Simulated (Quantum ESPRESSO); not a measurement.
# SnO2 (Cassiterite) (P4_2/mnm) in Quantum ESPRESSO: reference runs

Reference runs on SnO2 (Cassiterite): the cell as given.

All numbers are computed with Quantum ESPRESSO 7.5; they aren't measurements. Logs are shortened: lines on timing, memory, paths and dates and some standing lists are left out, and cuts for length are marked.

### Step 1. The crystal as given

Symmetry: P4_2/mnm, No. 136, tetragonal system. The conventional cell has a = 4.738 Å, b = 4.738 Å, c = 3.187 Å, α = 90.00°, β = 90.00°, γ = 90.00°. Sn (site symmetry mmm) is surrounded by 6 O at 2.05 to 2.06 Å. Around O (site symmetry m2m) lie 3 Sn at 2.05 to 2.06 Å.

### Step 2. Single point, PBEsol

pw.in

```
&CONTROL
  calculation = 'scf'
  prefix = 'pwscf'
  outdir = './tmp'
  pseudo_dir = './pseudo'
  tprnfor = .true.
  tstress = .true.
  disk_io = 'low'
/
&SYSTEM
  ibrav = 0
  celldm(1) = 8
  nat = 6
  ntyp = 2
  ecutwfc = 68
  ecutrho = 544
  nbnd = 36
  occupations = 'smearing'
  smearing = 'fd'
  degauss = 0.00367493
/
&ELECTRONS
  conv_thr = 1.2d-09
  electron_maxstep = 120
  mixing_beta = 0.5
/
ATOMIC_SPECIES
Sn   118.7100 sn_pbesol_v1.4.uspp.F.UPF
O     15.9990 o_pbesol_v1.2.uspp.F.UPF
CELL_PARAMETERS alat
  1.1191902973096   0.0000000000000   0.0000000000000
  0.0000000000000   1.1191902973096   0.0000000000000
  0.0000000000000   0.0000000000000   0.7527015370150
ATOMIC_POSITIONS crystal
Sn     0.5000000000    0.5000000000    0.5000000000
Sn     0.0000000000    0.0000000000    0.0000000000
O      0.8071000000    0.1929000000    0.5000000000
O      0.6929000000    0.6929000000    0.0000000000
O      0.1929000000    0.8071000000    0.5000000000
O      0.3071000000    0.3071000000    0.0000000000
K_POINTS automatic
6 6 8 0 0 0
```

pp_density.in

```
&INPUTPP
  prefix = 'pwscf'
  outdir = './tmp'
  filplot = 'density.dat'
  plot_num = 0
/
&PLOT
  nfile = 1
  filepp(1) = 'density.dat'
  iflag = 3
  output_format = 6
  fileout = 'density.cube'
/
```

pp_potential.in

```
&INPUTPP
  prefix = 'pwscf'
  outdir = './tmp'
  filplot = 'potential.dat'
  plot_num = 11
/
&PLOT
  nfile = 1
  filepp(1) = 'potential.dat'
  iflag = 3
  output_format = 6
  fileout = 'potential.cube'
/
```

Potentials or basis: GBRV 1.5 PBEsol.

Launch:

```
$ OMP_NUM_THREADS=1 mpirun -n 2 pw.x -nk 2 -in pw.in > pw.out
$ OMP_NUM_THREADS=1 mpirun -n 1 pp.x -in pp_density.in > pp_density.out
$ OMP_NUM_THREADS=1 mpirun -n 1 pp.x -in pp_potential.in > pp_potential.out
```

pw.out:

```text
This program is part of the open-source Quantum ESPRESSO suite
     for quantum simulation of materials; please cite
[... 13 lines left out ...]
     --------------------
     sticks:   dense  smooth     PW     G-vecs:    dense   smooth      PW
     Sum        3457    1741    509               103349    36603    5869

     Using Slab Decomposition

     bravais-lattice index     =            0
     lattice parameter (alat)  =       8.0000  a.u.
     unit-cell volume          =     482.7259 (a.u.)^3
     number of atoms/cell      =            6
     number of atomic types    =            2
     number of electrons       =        52.00
     number of Kohn-Sham states=           36
     kinetic-energy cutoff     =      68.0000  Ry
     charge density cutoff     =     544.0000  Ry
     scf convergence threshold =      1.2E-09
     mixing beta               =       0.5000
     number of iterations used =            8  plain     mixing
     Exchange-correlation= SLA  PW   PSX  PSC
                           (   1   4  10   8   0   0   0)

     celldm(1)=   8.000000  celldm(2)=   0.000000  celldm(3)=   0.000000
     celldm(4)=   0.000000  celldm(5)=   0.000000  celldm(6)=   0.000000

     crystal axes: (cart. coord. in units of alat)
               a(1) = (   1.119190   0.000000   0.000000 )
               a(2) = (   0.000000   1.119190   0.000000 )
               a(3) = (   0.000000   0.000000   0.752702 )

     reciprocal axes: (cart. coord. in units 2 pi/alat)
               b(1) = (  0.893503  0.000000  0.000000 )
               b(2) = (  0.000000  0.893503  0.000000 )
               b(3) = (  0.000000  0.000000  1.328548 )

     PseudoPot. # 1 for Sn read from file:
     sn_pbesol_v1.4.uspp.F.UPF
     Pseudo is Ultrasoft + core correction, Zval = 14.0
     Generated by new atomic code, or converted to UPF format
     Using radial grid of  891 points,  6 beta functions with:
                l(1) =   0
                l(2) =   0
                l(3) =   1
                l(4) =   1
                l(5) =   2
                l(6) =   2
     Q(r) pseudized with  8 coefficients,  rinner =    1.350   1.350   1.350
                                                       1.350   1.350

     PseudoPot. # 2 for O  read from file:
     o_pbesol_v1.2.uspp.F.UPF
     Pseudo is Ultrasoft + core correction, Zval =  6.0
     Generated by new atomic code, or converted to UPF format
     Using radial grid of  737 points,  5 beta functions with:
                l(1) =   0
                l(2) =   0
                l(3) =   1
                l(4) =   1
                l(5) =   2
     Q(r) pseudized with  8 coefficients,  rinner =    0.900   0.900   0.900
                                                       0.900   0.900

     atomic species   valence    mass     pseudopotential
     Sn               14.00   118.71000     Sn( 1.00)
     O                 6.00    15.99900     O ( 1.00)

     16 Sym. Ops., with inversion, found ( 8 have fractional translation)

   Cartesian axes

     site n.     atom                  positions (alat units)
         1        Sn     tau(   1) = (   0.5595951   0.5595951   0.3763508  )
         2        Sn     tau(   2) = (   0.0000000   0.0000000   0.0000000  )
         3        O      tau(   3) = (   0.9032985   0.2158918   0.3763508  )
         4        O      tau(   4) = (   0.7754870   0.7754870   0.0000000  )
         5        O      tau(   5) = (   0.2158918   0.9032985   0.3763508  )
         6        O      tau(   6) = (   0.3437033   0.3437033   0.0000000  )

     number of k points=    50  Fermi-Dirac smearing, width (Ry)=  0.0037
                       cart. coord. in units 2pi/alat
        k(    1) = (   0.0000000   0.0000000   0.0000000), wk =   0.0069444
        k(    2) = (   0.0000000   0.0000000   0.1660685), wk =   0.0138889
        k(    3) = (   0.0000000   0.0000000   0.3321370), wk =   0.0138889
        k(    4) = (   0.0000000   0.0000000   0.4982054), wk =   0.0138889
        k(    5) = (   0.0000000   0.0000000  -0.6642739), wk =   0.0069444
        k(    6) = (   0.0000000   0.1489172   0.0000000), wk =   0.0277778
[... 42 lines left out ...]
        k(   49) = (  -0.4467515  -0.4467515   0.4982054), wk =   0.0138889
        k(   50) = (  -0.4467515  -0.4467515  -0.6642739), wk =   0.0069444

     Dense  grid:   103349 G-vectors     FFT dimensions: (  72,  72,  48)

     Smooth grid:    36603 G-vectors     FFT dimensions: (  48,  48,  32)

     Check: negative core charge=   -0.000002

     Initial potential from superposition of free atoms

     starting charge      49.9999, renormalised to      52.0000
     Starting wfcs are   34 randomized atomic wfcs +    2 random wfcs

     Self-consistent Calculation

     iteration #  1     ecut=    68.00 Ry     beta= 0.50
     Davidson diagonalization with overlap
     ethr =  1.00E-02,  avg # of iterations =  6.6

     total energy              =    -446.47365594 Ry
     estimated scf accuracy    <       1.57177187 Ry

     iteration #  2     ecut=    68.00 Ry     beta= 0.50
     Davidson diagonalization with overlap
     ethr =  3.02E-03,  avg # of iterations =  2.0
[... 50 lines left out ...]
     total energy              =    -446.92496660 Ry
     estimated scf accuracy    <          1.3E-09 Ry

     iteration # 10     ecut=    68.00 Ry     beta= 0.50
     Davidson diagonalization with overlap
     ethr =  2.53E-12,  avg # of iterations =  2.2

     End of self-consistent calculation

          k = 0.0000 0.0000 0.0000 (  4571 PWs)   bands (ev):

   -11.6595 -10.9028 -10.6074 -10.5886 -10.5886 -10.4967 -10.4562 -10.3650
   -10.3314 -10.3314  -9.4534  -7.5655  -7.5655  -5.7586   1.2412   5.3085
     5.3085   5.4074   6.2694   7.3615   7.4664   8.1864   8.1864   8.6594
     8.6594   9.4346  10.6262  15.4624  15.6418  15.6418  19.6947  19.9078
    21.4341  21.4341  21.8743  21.9313

          k = 0.0000 0.0000 0.1661 (  4580 PWs)   bands (ev):
[... 137 lines left out ...]
   -11.5045 -11.5045 -10.6475 -10.6475 -10.4494 -10.4494 -10.3887 -10.3887
   -10.3711 -10.3711  -8.0809  -8.0809  -5.9176  -5.9176   2.5721   2.5721
     3.8749   3.8749   5.4159   5.4159   7.7340   7.7340   8.3233   8.3233
     8.6256   8.6256  15.6021  15.6021  17.7014  17.7014  19.7288  19.7288
    21.5762  21.5764  21.6693  21.6693

          k = 0.0000-0.4468-0.6643 (  4580 PWs)   bands (ev):

   -11.5837 -11.5837 -10.6039 -10.6039 -10.4497 -10.4497 -10.3822 -10.3822
   -10.3222 -10.3222  -8.0056  -8.0056  -5.8223  -5.8223   2.4187   2.4187
     3.7765   3.7765   5.1410   5.1410   7.6739   7.6739   8.3257   8.3257
     8.7236   8.7236  15.8555  15.8555  17.3765  17.3765  20.3802  20.3802
    21.4338  21.4338  21.5660  21.5660

          k = 0.1489 0.1489 0.0000 (  4563 PWs)   bands (ev):

   -11.5850 -11.0022 -10.6064 -10.5893 -10.5822 -10.5554 -10.4430 -10.3744
   -10.3387 -10.3311  -9.2717  -7.5977  -7.5830  -5.9017   1.6138   4.7302
     5.3133   5.6117   6.5714   7.0550   7.7105   7.7924   8.1659   8.2376
     8.6321   9.1785  11.8293  15.0530  15.9720  16.0346  19.9992  20.4089
    21.1204  21.4012  21.7794  22.1113
[... 99 lines left out ...]
   -11.4719 -11.4719 -10.7188 -10.7188 -10.4470 -10.4470 -10.3878 -10.3878
   -10.3739 -10.3739  -7.9635  -7.9635  -6.0001  -6.0001   2.2140   2.2140
     4.3925   4.3925   5.3168   5.3168   7.8724   7.8724   8.2894   8.2894
     8.5615   8.5615  15.1942  15.1942  17.9854  17.9854  19.7350  19.7350
    21.2477  21.2477  21.8435  21.8435

          k = 0.1489-0.4468-0.6643 (  4576 PWs)   bands (ev):

   -11.5514 -11.5514 -10.6710 -10.6710 -10.4534 -10.4534 -10.3825 -10.3825
   -10.3249 -10.3249  -7.8955  -7.8955  -5.8808  -5.8808   2.0008   2.0008
     4.2442   4.2442   5.1509   5.1509   7.8408   7.8408   8.3836   8.3836
     8.5523   8.5523  15.2732  15.2732  17.8009  17.8009  20.3055  20.3055
    21.1319  21.1319  21.8905  21.8905

          k = 0.2978 0.2978 0.0000 (  4568 PWs)   bands (ev):

   -11.4561 -11.2662 -10.5935 -10.5906 -10.5836 -10.5803 -10.4161 -10.3930
   -10.3381 -10.3305  -8.6660  -7.6624  -7.6077  -6.5667   2.7678   4.0971
     5.3976   6.0745   6.4552   6.5654   7.1485   7.6851   8.1255   8.1912
     8.5647   8.7299  13.4777  14.4797  16.5578  16.6469  20.0043  20.5778
    21.4412  21.4851  21.6595  22.6112
[... 59 lines left out ...]
   -11.3863 -11.3863 -10.8757 -10.8757 -10.4394 -10.4394 -10.3865 -10.3865
   -10.3810 -10.3810  -7.7031  -7.7031  -6.1981  -6.1981   1.7972   1.7972
     4.7351   4.7351   5.7434   5.7434   7.6228   7.6228   8.3504   8.3504
     8.5979   8.5979  14.6122  14.6122  18.2582  18.2582  19.8471  19.8471
    20.7557  20.7557  22.1823  22.1823

          k = 0.2978-0.4468-0.6643 (  4580 PWs)   bands (ev):

   -11.4707 -11.4707 -10.8229 -10.8229 -10.4522 -10.4522 -10.3830 -10.3830
   -10.3300 -10.3300  -7.6620  -7.6620  -6.0193  -6.0193   1.5050   1.5050
     4.3894   4.3894   5.8562   5.8562   7.7631   7.7631   8.3698   8.3698
     8.5189   8.5189  14.5408  14.5408  18.1324  18.1324  20.2615  20.2615
    20.7728  20.7728  22.2691  22.2691

          k =-0.4468-0.4468 0.0000 (  4560 PWs)   bands (ev):

   -11.4025 -11.4025 -10.5912 -10.5912 -10.5799 -10.5799 -10.4022 -10.4022
   -10.3302 -10.3302  -7.6949  -7.6949  -7.6168  -7.6168   3.9052   3.9052
     5.4636   5.4636   6.3509   6.3509   7.4484   7.4484   8.1056   8.1056
     8.5219   8.5219  14.1902  14.1902  16.8387  16.8387  20.3330  20.3330
    21.7209  21.7209  22.0842  22.0842

          k =-0.4468-0.4468 0.1661 (  4564 PWs)   bands (ev):

   -11.3254 -11.3254 -10.7474 -10.7474 -10.5555 -10.5555 -10.3995 -10.3995
   -10.3534 -10.3534  -7.6068  -7.6068  -7.4343  -7.4343   3.4345   3.4345
     5.6039   5.6039   6.5058   6.5058   6.7729   6.7729   8.3914   8.3914
     8.5325   8.5325  14.3599  14.3599  17.2803  17.2803  20.1940  20.1940
    20.9709  20.9709  21.7954  21.7954

          k =-0.4468-0.4468 0.3321 (  4588 PWs)   bands (ev):

   -11.1428 -11.1428 -11.0633 -11.0633 -10.4845 -10.4845 -10.3959 -10.3959
   -10.3928 -10.3928  -7.5800  -7.5800  -6.8626  -6.8626   2.4787   2.4787
     5.5248   5.5248   6.1631   6.1631   6.7448   6.7448   8.5584   8.5584
     8.5620   8.5620  14.5241  14.5241  18.1200  18.1200  19.8669  19.8669
    20.3081  20.3081  22.0944  22.0944

          k =-0.4468-0.4468 0.4982 (  4552 PWs)   bands (ev):

   -11.3204 -11.3204 -10.9745 -10.9745 -10.4343 -10.4343 -10.3861 -10.3861
   -10.3855 -10.3855  -7.5480  -7.5480  -6.3251  -6.3251   1.6459   1.6459
     4.6720   4.6720   6.6090   6.6090   6.9070   6.9070   8.5267   8.5267
     8.5848   8.5848  14.3832  14.3832  18.3020  18.3020  20.0800  20.0800
    20.3812  20.3812  22.3677  22.3677

          k =-0.4468-0.4468-0.6643 (  4608 PWs)   bands (ev):

   -11.4153 -11.4153 -10.9124 -10.9124 -10.4499 -10.4499 -10.3833 -10.3833
   -10.3326 -10.3326  -7.5328  -7.5328  -6.1043  -6.1043   1.3205   1.3205
     4.3209   4.3209   6.8658   6.8658   6.9639   6.9639   8.4511   8.4511
     8.5958   8.5958  14.2611  14.2611  18.1726  18.1726  20.3711  20.3711
    20.5247  20.5247  22.4425  22.4425

     the Fermi energy is    10.0412 ev

!    total energy              =    -446.92496660 Ry
     estimated scf accuracy    <          2.0E-10 Ry
     smearing contrib. (-TS)   =      -0.00000001 Ry
     internal energy E=F+TS    =    -446.92496659 Ry

     The total energy is F=E-TS. E is the sum of the following terms:
     one-electron contribution =    -131.16429061 Ry
     hartree contribution      =     106.26128067 Ry
     xc contribution           =    -114.58802136 Ry
     ewald contribution        =    -307.43393528 Ry

     convergence has been achieved in  10 iterations

     Forces acting on atoms (cartesian axes, Ry/au):

     atom    1 type  1   force =     0.00000000    0.00000000   -0.00000000
     atom    2 type  1   force =     0.00000000    0.00000000    0.00000000
     atom    3 type  2   force =    -0.00587347    0.00587347    0.00000000
     atom    4 type  2   force =     0.00587347    0.00587347   -0.00000000
     atom    5 type  2   force =     0.00587347   -0.00587347    0.00000000
     atom    6 type  2   force =    -0.00587347   -0.00587347    0.00000000

     Total force =     0.016613     Total SCF correction =     0.000006

     Computing stress (Cartesian axis) and pressure

          total   stress  (Ry/bohr**3)                   (kbar)     P=       50.06
   0.00029427   0.00000000   0.00000000           43.29        0.00        0.00
   0.00000000   0.00029427   0.00000000            0.00       43.29        0.00
   0.00000000   0.00000000   0.00043231            0.00        0.00       63.60

=------------------------------------------------------------------------------=
   JOB DONE.
=------------------------------------------------------------------------------=
```

Run time: 1.8 min. Hardware: 2 MPI ranks of Intel Xeon Platinum 8259CL at 2.50GHz (Skylake/Cascade Lake), shared host; peak memory 0.62 GiB.

Results:

| Item | Value |
| --- | --- |
| Free energy | -6080.7239 eV |
| Pressure | 5.0 GPa |
| Largest force | 0.214 eV/Å |
| Band gap on the k mesh | 1.19 eV, direct |

Forces on the atoms (eV/Å):
```
Sn   0.000  0.000  0.000
Sn   0.000  0.000  0.000
O   -0.151  0.151  0.000
O    0.151  0.151  0.000
O    0.151 -0.151  0.000
O   -0.151 -0.151  0.000
```

Stress tensor (GPa, compression positive):
```
4.33 0.00 0.00
0.00 4.33 0.00
0.00 0.00 6.36
```

Levels at points of the mesh, in eV from the valence-band top:
```
              k point  band 23  band 24  band 25  band 26  band 27  band 28  band 29  band 30
   (0.00, 0.00, 0.00)    -1.25    -0.78    -0.78     0.00     1.19     6.03     6.21     6.21
  (0.00, 0.00, -0.50)    -1.68    -1.68    -1.28    -1.28     6.15     6.15     9.63     9.63
  (0.00, -0.50, 0.00)    -1.20    -1.20    -0.64    -0.64     4.37     4.37     6.95     6.95
 (0.00, -0.50, -0.50)    -1.11    -1.11    -0.71    -0.71     6.42     6.42     7.94     7.94
 (-0.50, -0.50, 0.00)    -1.33    -1.33    -0.91    -0.91     4.76     4.76     7.40     7.40
(-0.50, -0.50, -0.50)    -0.98    -0.98    -0.84    -0.84     4.83     4.83     8.74     8.74
```

Caveat: spin-orbit coupling is left out, which moves the levels of the heavy elements.
